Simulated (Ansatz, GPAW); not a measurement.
# Sb: 3 runs at one level of theory

```
Sb
1.0
     2.15420    1.24373    3.75800
    -2.15420    1.24373    3.75800
     0.00000   -2.48746    3.75800
Sb
2
Cartesian
  0.0000 0.0000 8.6416
  0.0000 0.0000 2.6324
```

Alike in all runs: task single point; functional PBE; k mesh 8 × 8 × 8; occupations gaussian, width 0.03 eV; no spin polarisation; no spin-orbit coupling. Pressure is positive in compression and, in plane waves, holds the error of the finite cutoff, which Ansatz's Pulay term estimates and takes out.

```tsv
program and potentials	plane-wave cutoff (eV)	notes	pressure (GPa)	largest force (eV/Å)
Ansatz, Ansatz PAW	420	Pulay term of +0.03 GPa included	2.70	0.143
GPAW, GPAW PAW data sets (gpaw-data 1.2.1)	600	-	2.40	0.126
Ansatz, all-electron LAPW, scalar-relativistic	-	-	2.70	0.143
```

Force on atom 1 (Sb), eV/Å:

```json
{"program and potentials": "Ansatz, Ansatz PAW", "x": "0.000", "y": "0.000", "z": "-0.143"}
{"program and potentials": "GPAW, GPAW PAW data sets (gpaw-data 1.2.1)", "x": "0.000", "y": "0.000", "z": "-0.126"}
{"program and potentials": "Ansatz, all-electron LAPW, scalar-relativistic", "x": "0.000", "y": "0.000", "z": "-0.143"}
```

The pressure spans 2.40 (GPAW, GPAW PAW data sets (gpaw-data 1.2.1)) to 2.70 GPa (Ansatz, all-electron LAPW, scalar-relativistic), with all-electron results at 2.70.

The functional is the same throughout but for its coding, so the spread measures potentials, basis and numerics; runs on potential files found faulty are left out.
